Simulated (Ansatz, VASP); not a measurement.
## CdF2 in VASP and in Ansatz

```
Cd F
1.0
     0.00000    2.69418    2.69418
     2.69418    0.00000    2.69418
     2.69418    2.69418    0.00000
Cd F
1 2
Cartesian
  0.0000 0.0000 0.0000
  1.3471 1.3471 1.3471
  4.0413 4.0413 4.0413
```

Alike in both runs: task single point; functional r2SCAN; k mesh 6 × 6 × 6; no spin polarisation.

|  | VASP | Ansatz |
| --- | --- | --- |
| version | VASP 6.6.1 | Ansatz 0.2.0 |
| potentials or method | VASP PAW PBE potentials, release 64 (Cd, F) | plane waves, PAW |
| plane-wave cutoff (eV) | 520 | 500 |
| occupations | gaussian, width 0.01 eV | fixed |
| valence electrons in the cell | 26 | 34 |

Ansatz gave:

```
gap on the k mesh at the Fermi level (eV) : 3.81
pressure (GPa)                            : 0.0
```

Q: What did VASP give for the same quantities?

A: gap on the k mesh at the Fermi level (eV): 3.77; pressure (GPa): 1.0.

The two sets of potentials don't hold the same shells in valence.

Caveats: the PAW data sets were made with another functional, which shifts forces and pressure a little (VASP). A k mesh can miss the band edges.
